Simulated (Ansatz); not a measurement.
# PbS in Ansatz: the effect of functional

PbS:

```
Pb S
1.0
     3.67786    0.00000    0.00000
     0.00000    3.67786    0.00000
     0.00000    0.00000    3.67786
Pb S
1 1
Direct
  0.00000 0.00000 0.00000
  0.50000 0.50000 0.50000
```

Measurements of this composition are mostly on another form, of space group No. 225.

The cell isn't the ideal one: volume scaled by 1.02.

Alike in all runs:

| Quantity | Value |
| --- | --- |
| Program | Ansatz 0.2.0 |
| Task | single point |
| Potentials or basis | Ansatz PAW |
| k mesh | 7 × 7 × 7 |
| Occupations | fermi-dirac, width 0.05 eV |
| Spin | no spin polarisation |

One run gave: pressure -6.1 GPa. Which functional did it use?
A. LDA
B. r2SCAN
C. PBEsol

A.

```tsv
functional	cutoff	pressure (GPa)
LDA	420 eV (not typed: the program's choice for these potentials)	-6.1
PBEsol	420 eV (not typed: the program's choice for these potentials)	-4.4
r2SCAN	500 eV (not typed: the program's choice for these potentials)	-1.9
```

Caveats: the PAW data sets come from PBE, with cores solved anew for the run's functional, which leaves a small shift of forces and pressure.

Runs at the PBE level aren't shown here.
